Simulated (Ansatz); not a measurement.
Crystal: Sb.

```
Sb
1.0
     3.12240    0.00000    0.00000
     0.00000    4.34752    0.00000
    -0.03891    0.00000    4.40585
Sb
2
Direct
  0.01139 0.25000 0.24117
  0.98861 0.75000 0.75883
```

This isn't the form of Sb at room conditions, which is rhombohedral.

| Quantity | Value |
| --- | --- |
| Program | Ansatz 0.2.0 |
| Task | single point |
| Functional | PBEsol |
| Potentials or basis | Ansatz PAW |
| Cutoff | 420 eV (not typed: the program's choice for these potentials) |
| k mesh | 9 × 6 × 6 |
| Occupations | fermi-dirac, width 0.05 eV |
| Spin | no spin polarisation |

On this cell: pressure -2.2 GPa; largest force 0.045 eV/Å; band gap on the k mesh none (metal or under the smearing width).

The same run follows on a disturbed copy (atoms moved at random, drawn with an rms of 0.05 Å):

```
Sb
1.0
     3.12240    0.00000    0.00000
     0.00000    4.34752    0.00000
    -0.03891    0.00000    4.40585
Sb
2
Direct
  0.01218 0.26149 0.24261
  0.00154 0.74648 0.76535
```

Task: What does the disturbed cell give?

Result: The energy (extrapolated to zero smearing) moves by +1.6 meV/atom; pressure -2.0 GPa; largest force 0.097 eV/Å; band gap on the k mesh none (metal or under the smearing width).

Forces on the atoms (eV/Å):
```
Sb  -0.013 -0.080  0.053
Sb   0.013  0.080 -0.053
```

Stress tensor (GPa, compression positive):
```
-1.51  0.01  0.09
 0.01 -2.36 -0.42
 0.09 -0.42 -2.14
```

Caveats: the PAW data sets come from PBE, with cores solved anew for the run's functional, which leaves a small shift of forces and pressure.
